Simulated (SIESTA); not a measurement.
The system is FePt (Tetraferroplatinum).

```
CELL_PARAMETERS angstrom
2.72350 0.00000 0.00000
0.00000 2.72350 0.00000
0.00000 0.00000 3.72000
ATOMIC_POSITIONS crystal
Pt 0.50000 0.50000 0.50000
Fe 0.00000 0.00000 0.00000
```

Alike in all runs: program SIESTA 5.4.2; functional PBEsol; potentials or basis PseudoDojo 0.4 standard (PBEsol files); basis DZP (energy shift 0.003 Ry; two zetas on semicore shells); grid cutoff 800 Ry; energy shift 0.003 Ry; k mesh 10 × 10 × 7; occupations fermi-dirac, width 0.05 eV.

The same cell was started in several ways:

```csv
start,free energy over the lowest (meV/atom),net moment (μB),site or absolute moments (μB),gap
"collinear spin, ferromagnetic start of up to 3 μB",0.0,3.35,Pt +0.26; Fe +3.09,none (metal or under the smearing width)
"collinear spin, fm_larger start of up to 4.5 μB",0.0,3.35,Pt +0.26; Fe +3.09,none (metal or under the smearing width)
"collinear spin, zero start",414.1,0.00,-,none (metal or under the smearing width)
```

The spin-polarised runs without a constraint all converged, yet they end up to 414 meV/atom apart: a converged run can sit in a state that isn't the lowest. A still lower state may exist.

Caveats: the basis of atomic orbitals isn't converged, which shifts pressures, moduli and gaps.
